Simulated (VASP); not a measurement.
A run of VASP 6.6.1:

Contents of INCAR:

```
SYSTEM = InPd
ALGO     = Normal         ! electronic algorithm
BPARAM   = 11.95        
CPARAM   = 0.0093       
EDIFF    = 1E-7           ! SCF threshold, eV
EDIFFG   = -0.01          ! ionic threshold
ENCUT    = 600            ! plane-wave cutoff, eV
IBRION   = 2              ! ionic algorithm
ISIF     = 3              ! what is computed and relaxed
ISMEAR   = -1             ! smearing method
IVDW_NL  = 2            
LASPH    = .TRUE.         ! aspherical terms in the spheres
LCHARG   = .FALSE.        ! write CHGCAR
LMIXTAU  = .TRUE.       
LREAL    = .FALSE.        ! projectors in reciprocal space
LUSE_VDW = .TRUE.       
LWAVE    = .FALSE.        ! write WAVECAR
METAGGA  = R2SCAN         ! meta-GGA
NELM     = 80             ! most SCF steps
NSW      = 40             ! ionic steps
PREC     = Accurate       ! precision mode
SIGMA    = 0.05           ! smearing width, eV
```

File KPOINTS:

```
k-points
0
G
  8 8 8
  0 0 0
```

File POSCAR:

```
InPd
1.0
    0.0000000000      2.7460700000      2.7460700000
    2.7460700000      0.0000000000      2.7460700000
    2.7460700000      2.7460700000      0.0000000000
In Pd
1 1
Direct
    0.0000000000      0.0000000000      0.0000000000
    0.5000000000      0.5000000000      0.5000000000
```

Potentials or basis: VASP PAW PBE potentials, release 64 (In_d, Pd).

Launch:

```console
$ cat potpaw_PBE.64/In_d/POTCAR potpaw_PBE.64/Pd/POTCAR > POTCAR
$ mpirun -np 1 vasp_std > vasp.out
```

Hardware: 1 thread of Intel(R) Xeon(R) Platinum 8488C (Sapphire Rapids) (shared host).

Question: Estimate the wall time of this run.

Answer: Wall time 6.6 min on 1 thread of Intel(R) Xeon(R) Platinum 8488C (Sapphire Rapids), on a shared host, peak memory 0.33 GiB. Counts: scf iterations 48, k points 29, ion steps 3.
